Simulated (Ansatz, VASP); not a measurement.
**One calculation of CoO, two programs**

The input INCAR:

```
  PREC = Accurate
  ENCUT = 520
  EDIFF = 1E-6
  ISMEAR = 0
  SIGMA = 0.1
  LREAL = False
  LASPH = True
  NELM = 150
  ALGO = Normal
  ISIF = 2
  LWAVE = False
  LCHARG = True
  ISPIN = 2
  MAGMOM = 2.74 0.38
  LORBIT = 11
  LMAXMIX = 4
  GGA = PS
  LELF = True
  LVHAR = True
  NBANDS = 18
```

Contents of KPOINTS:

```
Automatic mesh
0
Gamma
  12 12 12
```

The input POSCAR:

```
CoO
1.0
   -1.5080001529      1.5080001529      2.1072499549
    1.5080001529     -1.5080001529      2.1072499549
    1.5080001529      1.5080001529     -2.1072499549
Co O
1 1
Direct
    0.0000000000      0.0000000000      0.0000000000
    0.5000000000      0.5000000000      0.0000000000
```

Input for Ansatz:

```yaml
crystal:
  lattice:
    - [-1.5080001529, 1.5080001529, 2.1072499549]
    - [1.5080001529, -1.5080001529, 2.1072499549]
    - [1.5080001529, 1.5080001529, -2.1072499549]
  atoms:
    - { symbol: Co, position: [0.0, 0.0, 0.0], spin: 2.74 }
    - { symbol: O, position: [0.5, 0.5, 0.0], spin: 0.38 }
basis:
  ecutwfc: 420
kpoints:
  mp_grid: { grid: [12, 12, 12] }
hamiltonian:
  xc: pbesol
scf:
  occupations: { method: gaussian, width: 0.1 }
output:
  forces: true
  stress: true
  eigenvalues: true
  populations: true
magnetization:
  spin_polarized: true
```

Alike in both runs: task single point; functional PBEsol; k mesh 12 × 12 × 12; occupations gaussian, width 0.1 eV; collinear spin.

|  | VASP | Ansatz |
| --- | --- | --- |
| version | VASP 6.6.1 | Ansatz 0.2.0 |
| potentials or method | VASP PAW PBE potentials, release 64 (Co, O) | scalar-relativistic, plane waves, PAW |
| plane-wave cutoff (eV) | 520 | 420 |
| valence electrons in the cell | 15 | 23 |

```tsv
	VASP	Ansatz	Ansatz less VASP
gap on the k mesh at the Fermi level (eV)	none	none	-
pressure (GPa)	-9.7	-9.1	+0.61
largest component of the traceless stress (GPa)	0.18	0.25	+0.064
net moment per atom (μB)	1.47	1.48	+0.011
size of the moment on the site where the two differ most (μB)	2.56	2.49	-0.072
```

Site moments also hang on the region over which each program counts them. A gap of «none» marks a metal or a gap that the smearing closes. The two sets of potentials don't hold the same shells in valence.

Caveats: the PAW data sets were made with another functional, which shifts forces and pressure a little (VASP); a cell with one magnetic atom can't hold antiferromagnetic order, which such compounds often take; semilocal functionals often make such compounds metallic where correlation or magnetic order opens a gap, which also shifts bond lengths.
